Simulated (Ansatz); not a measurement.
Crystal: MoS2.

```xyz
3
Lattice="1.5800 0.9122 6.1500 -1.5800 0.9122 6.1500 0.0000 -1.8244 6.1500" Properties=species:S:1:pos:R:3 pbc="T T T"
Mo    0.0000    0.0000    0.0000
S     0.0000    0.0000    7.6936
S     0.0000    0.0000    4.6125
```

Measurements of this composition are mostly on another form, of space group No. 194.

Base run:

| Item | Value |
| --- | --- |
| Program | Ansatz 0.2.0 |
| Functional | PBEsol |
| Potentials or basis | all-electron LAPW, scalar-relativistic |
| Cutoff | 246 eV |
| Density cutoff | 983 eV |
| Basis error allowed | 0.002 eV/atom |
| k mesh | 10 × 10 × 10 |
| Occupations | fermi-dirac, width 0.05 eV |
| Spin | no spin polarisation |
| Hubbard terms | Mo d U = 8 eV |

Its results: band gap on the k mesh 0.75 eV, indirect (least direct gap 1.07 eV); pressure 1.8 GPa; largest force 0.195 eV/Å.

Task: The run is repeated on the same cell with these changes: hubbard terms from Mo d U = 8 eV to Mo d U = 2 eV. What comes out?

Result: Band gap on the k mesh 0.95 eV, indirect (least direct gap 1.90 eV); pressure 0.3 GPa; largest force 0.252 eV/Å.

Caveats: U is the effective U less J, on atomic orbitals that reach past the spheres.

A k mesh can miss the band edges.

Not every run made on this cell is shown here.
